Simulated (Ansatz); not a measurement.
NaF (Villiaumite) in Ansatz: the effect of functional

The system is NaF (Villiaumite).

```
Na F
1.0
     0.00000    2.32000    2.32000
     2.32000    0.00000    2.32000
     2.32000    2.32000    0.00000
Na F
1 1
Direct
  0.00000 0.00000 0.00000
  0.50000 0.50000 0.50000
```

Alike in all runs:

| Property | Result |
| --- | --- |
| Program | Ansatz 0.2.0 |
| Task | single point |
| Potentials or basis | all-electron PAW datasets made for the crystal |
| k mesh | 8 × 8 × 8 |
| Occupations | fermi-dirac, width 0.05 eV |
| Spin | no spin polarisation |

Task: One run gave: gap on the mesh 9.22 eV; pressure -0.1 GPa. Which functional did it use?
A. HSE06
B. PBE0
C. PBE

Result: B.

```tsv
functional	cutoff	gap on the mesh (eV)	pressure (GPa)
PBE	280 eV (chosen from the basis error)	6.29	1.9
HSE06	310 eV (chosen from the basis error)	8.45	-0.1
PBE0	310 eV (chosen from the basis error)	9.22	-0.1
```

